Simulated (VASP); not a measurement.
GaP:

```xyz
2
Lattice="0.0000 2.7252 2.7252 2.7252 0.0000 2.7252 2.7252 2.7252 0.0000" Properties=species:S:1:pos:R:3 pbc="T T T"
Ga    0.0000    0.0000    0.0000
P     1.3626    1.3626    1.3626
```

- Program: VASP 6.6.1
- Task: relaxation of cell and atoms
- Functional: LDA
- Potentials or basis: VASP PAW LDA potentials, release 64 (Ga_d, P)
- Cutoff: 600 eV
- k mesh: 8 × 8 × 8
- Occupations: gaussian, width 0.03 eV
- Spin: no spin polarisation

At the start: pressure -2.7 GPa; volume 20.24 Å³/atom.

Q: Where does the relaxation end?

A: Over 3 steps the energy falls by 5.4 meV/atom and the volume is 19.61 Å³/atom (-3.1 %); space group F-43m (No. 216, to 0.05 Å).

The path:
```
step  energy change (eV)  largest force (eV/Å)  pressure (GPa)  volume (Å³)
   1              0.0000                0.0000           -2.68        40.48
   2             -0.0073                0.0000            1.68        38.53
   3             -0.0108                0.0000           -0.07        39.22
```

Final structure:
```
Ga P
1.0
     0.00000    2.69669    2.69669
     2.69669    0.00000    2.69669
     2.69669    2.69669    0.00000
Ga P
1 1
Direct
  0.00000 0.00000 0.00000
  0.25000 0.25000 0.25000
```
